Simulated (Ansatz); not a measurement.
# TaS₂: computed properties

Level of theory: DFT PBE+D3(BJ), scalar-relativistic, plane waves, PAW in Ansatz.

Settings: cutoff 420 eV, Γ-centred mesh 12×12×8 on the computed 3-atom cell, Gaussian smearing of 0.10 eV; no spin polarisation.

The structure is relaxed at this level of theory with its symmetry kept.

It takes space group P-3m1 (No. 164, trigonal). The conventional cell has a = 3.329 Å, b = 3.329 Å, c = 5.785 Å, α = 90.00°, β = 90.00°, γ = 120.00°. Around Ta (site symmetry -3m) lie 6 S at 2.47 Å. S (site symmetry 3m) has 3 Ta at 2.47 Å as nearest neighbours.

| Quantity | Value |
| --- | --- |
| Volume per atom | 18.50 Å³ |
| Kohn–Sham band gap | none (metal) |
| Density of states at the Fermi level | 1.60 states/eV per cell |
| Löwdin character within 0.5 eV of the Fermi level | Ta 5d 68 %, S 3p 27 % |
| Bader charges (e) | Ta (1 in the cell) 1.82, S (2 in the cell) -0.91 |

Spin-orbit coupling is left out, which matters for the bands of heavy elements. Spin polarisation was left out, and a magnetic state may lie lower.